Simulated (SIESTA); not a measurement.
# HfO2 (P4_2/nmc) in SIESTA: equation of state, part 2 of 2

SIESTA 5.4.2.

### 6 Single point, PBE, 11.35 Å³/atom

Input file HfO2.fdf:

```
SystemName                      HfO2
SystemLabel                     HfO2
NumberOfSpecies                 2
NumberOfAtoms                   6
%block ChemicalSpeciesLabel
  1  72 Hf
  2   8 O
%endblock ChemicalSpeciesLabel

LatticeConstant                 1.0 Ang
%block LatticeVectors
     3.6048407432     0.0000000000     0.0000000000
     0.0000000000     3.6048407432     0.0000000000
     0.0000000000     0.0000000000     5.2399198202
%endblock LatticeVectors
AtomicCoordinatesFormat         Fractional
%block AtomicCoordinatesAndAtomicSpecies
     0.0000000000     0.0000000000     0.0000000000  1  Hf
     0.5000000000     0.5000000000     0.5000000000  1  Hf
     0.0000000000     0.5000000000     0.1972078800  2  O
     0.5000000000     0.0000000000     0.3027921200  2  O
     0.5000000000     0.0000000000     0.8027921200  2  O
     0.0000000000     0.5000000000     0.6972078800  2  O
%endblock AtomicCoordinatesAndAtomicSpecies

%block kgrid.MonkhorstPack
    8   0   0  0.0
    0   8   0  0.0
    0   0   5  0.0
%endblock kgrid.MonkhorstPack
XC.Functional                   GGA
XC.Authors                      PBE
PAO.BasisSize                   DZP
PAO.EnergyShift                 0.003 Ry
Mesh.Cutoff                     800 Ry
OccupationFunction              FD
ElectronicTemperature           0.05 eV
MaxSCFIterations                120
SCF.MustConverge                false
SCF.Mixer.Method                Pulay
SCF.Mixer.Weight                0.25
SCF.Mixer.History               8
SCF.DM.Tolerance                5.0e-05
SCF.H.Tolerance                 1.0e-03 eV
WriteForces                     true
Charge.Mulliken                 end
%block PAO.Basis
  Hf 5
  n=5 0 2
    3.241 0.000
  n=6 0 2
    8.163 0.000
  n=5 1 2
    3.929 0.000
  n=6 1 1
    8.163
  n=5 2 2
    7.906 0.000
%endblock PAO.Basis
```

Potentials or basis: PseudoDojo 0.4 standard (PBE files), DZP (energy shift 0.003 Ry; two zetas on semicore shells).

On the command line:

```console
> siesta HfO2.fdf > HfO2.out 2>&1
```

HfO2.out:

```text
Version         : 5.4.2

[... 6 lines left out ...]
 NOTE: Please see the manual for full details and compatibility measures.

reinit: Reading from file HfO2.fdf

reinit: -----------------------------------------------------------------------
reinit: System Name: HfO2
reinit: -----------------------------------------------------------------------
reinit: System Label: HfO2
reinit: -----------------------------------------------------------------------

initatom: Reading input for the pseudopotentials and atomic orbitals ----------
Species number:   1 Atomic number:   72 Label: Hf
Species number:   2 Atomic number:    8 Label: O

Ground state valence configuration (from tables):   6s02  6p00  5d02  5f00
Ground state valence configuration (from tables):   2s02  2p04  3d00  4f00

---- Processing specs for species: Hf
Reading pseudopotential information in PSML from:
  Hf.psml
PSML file version: 1.1
Using libxc ids:  101 130
GGA--PBE XC_GGA_X_PBE--XC_GGA_C_PBE pb
Semicore shell(s) with  8 electrons included in the valence for Hf

---- Processing specs for species: O
Reading pseudopotential information in PSML from:
  O.psml
PSML file version: 1.1
Using libxc ids:  101 130
GGA--PBE XC_GGA_X_PBE--XC_GGA_C_PBE pb

---- Pseudopotential check for Hf

Pseudized shells:
5s( 2.00) rc: 1.70
5p( 6.00) rc: 1.70
5d( 2.00) rc: 1.70
5f( 0.00) rc: 2.40
Valence configuration for ps generation: 5s:5p:5d:6s: Total charge:  12.000000
Semicore shell(s): 5s 5p

---- Pseudopotential check for O

Pseudized shells:
[... 636 lines left out ...]
siesta:      6    0.000000    0.000000    0.087718
siesta: ----------------------------------------
siesta:    Tot   -0.000000   -0.000000   -0.000000

siesta: Stress tensor (static) (eV/Ang**3):
siesta:    -0.014819    0.000000   -0.000000
siesta:     0.000000   -0.014819   -0.000000
siesta:    -0.000000   -0.000000   -0.015522

siesta: Cell volume =         68.092112 Ang**3

siesta: Pressure (static):
siesta:                Solid            Molecule  Units
siesta:           0.00016395          0.00016913  Ry/Bohr**3
siesta:           0.01505330          0.01552844  eV/Ang**3
siesta:          24.11804193         24.87930553  kBar

Basis Enthalpy Calculation:
    Basis Pressure for species 1(Hf) :      0.2000000 GPa
    Basis Pressure for species 2(O) :      0.2000000 GPa

    Orbital volume contribution        =           4.256928 eV
    (Free)E + p_basis*V_orbitals       =       -4876.023631 eV
    (Free)Eharris+ p_basis*V_orbitals  =       -4876.023631 eV

mulliken: Atomic and Orbital Populations:

Species: Hf
Atom  Qatom  Qorb
               5s      5s      6s      6s      5py     5pz     5px     5py
               5pz     5px     6py     6pz     6px     5dxy    5dyz    5dz2
               5dxz    5dx2-y2 5dxy    5dyz    5dz2    5dxz    5dx2-y2
   1 10.132   1.910   0.038   0.491  -0.127   1.908   1.909   1.908   0.083
              0.083   0.083   0.061   0.066   0.061   0.139   0.427   0.129

              0.427   0.461   0.096  -0.032   0.075  -0.032  -0.032
   2 10.132   1.910   0.038   0.491  -0.127   1.908   1.909   1.908   0.083
              0.083   0.083   0.061   0.066   0.061   0.139   0.427   0.129

              0.427   0.461   0.096  -0.032   0.075  -0.032  -0.032

Species: O
Atom  Qatom  Qorb
               2s      2s      2py     2pz     2px     2py     2pz     2px
               3Pdxy   3Pdyz   3Pdz2   3Pdxz   3Pdx2-y2
   3  6.934   2.011  -0.151   1.947   2.080   2.115  -0.293  -0.385  -0.412
              0.004   0.005   0.004   0.004   0.004
   4  6.934   2.011  -0.151   1.947   2.080   2.115  -0.293  -0.385  -0.412
              0.004   0.005   0.004   0.004   0.004
   5  6.934   2.011  -0.151   2.115   2.080   1.947  -0.412  -0.385  -0.293
              0.004   0.004   0.004   0.005   0.004
   6  6.934   2.011  -0.151   2.115   2.080   1.947  -0.412  -0.385  -0.293
              0.004   0.004   0.004   0.005   0.004

mulliken: Qtot =       48.000

Mulliken Atomic Populations:
Atom #   charge [q] valence [e]  Species
     1     1.868245   10.131755  Hf
     2     1.868245   10.131755  Hf
     3    -0.934123    6.934123  O
     4    -0.934123    6.934123  O
     5    -0.934123    6.934123  O
     6    -0.934123    6.934123  O
 Total    -0.000000

Job completed
```

It took 2.2 min on 1 thread of Arm Neoverse V1, shared host; peak memory 0.48 GiB.

Results:

```
Free energy            : -4880.2806 eV
Pressure               : 2.4 GPa
Largest force          : 0.088 eV/Å
Band gap on the k mesh : 4.46 eV, indirect (least direct gap 4.52 eV)
```

Caveat: short orbitals over semicore shells can move pressures by several GPa; spin-orbit coupling is left out, which moves the levels of the heavy elements; an odd mesh through Γ misses points on the zone boundary, where band edges often lie; the basis of atomic orbitals isn't converged, which shifts pressures, moduli and gaps.

### 7 Single point, PBE, 11.57 Å³/atom

HfO2.fdf, as its differences from that of step 6:

```diff
@@ -11,5 +11,5 @@
 %block LatticeVectors
-     3.6048407432     0.0000000000     0.0000000000
-     0.0000000000     3.6048407432     0.0000000000
-     0.0000000000     0.0000000000     5.2399198202
+     3.6278021313     0.0000000000     0.0000000000
+     0.0000000000     3.6278021313     0.0000000000
+     0.0000000000     0.0000000000     5.2732960055
 %endblock LatticeVectors
```

On the command line:

```console
> siesta < HfO2.fdf > HfO2.out 2>&1
```

Run time: 2.1 min. Hardware: 1 thread of Arm Neoverse V1, shared host; peak memory 0.48 GiB.

It converged, with:

| Item | Value |
| --- | --- |
| Free energy | -4880.2816 eV |
| Pressure | -2.1 GPa |
| Largest force | 0.005 eV/Å |
| Band gap on the k mesh | 4.39 eV, indirect (least direct gap 4.45 eV) |

Caveat: short orbitals over semicore shells can move pressures by several GPa; spin-orbit coupling is left out, which moves the levels of the heavy elements; an odd mesh through Γ misses points on the zone boundary, where band edges often lie; the basis of atomic orbitals isn't converged, which shifts pressures, moduli and gaps.

### 8 Equation of state, PBE

Potentials or basis: PseudoDojo 0.4 standard (PBE files), DZP (energy shift 0.003 Ry; two zetas on semicore shells).

This step only gathers the single runs of the series.

What came out:

- Equilibrium volume: 11.46 Å³/atom
- Bulk modulus at fixed shape and positions: 233 GPa
- Pressure derivative of the bulk modulus: 4.2

Energy against volume, from the lowest point:
```csv
volume (Å³/atom),energy (meV/atom)
10.257,110.83
10.476,71.48
10.694,41.59
10.912,20.25
11.130,6.74
11.349,0.18
11.567,0.00
```

Caveat: short orbitals over semicore shells can move pressures by several GPa; the cell was scaled at fixed shape and fractional positions, which overstates the stiffness of a crystal with free parameters, most of all of layers and chains; the basis of atomic orbitals isn't converged, which shifts pressures, moduli and gaps. The run has no spin-orbit coupling, so splittings on Hf are missing.
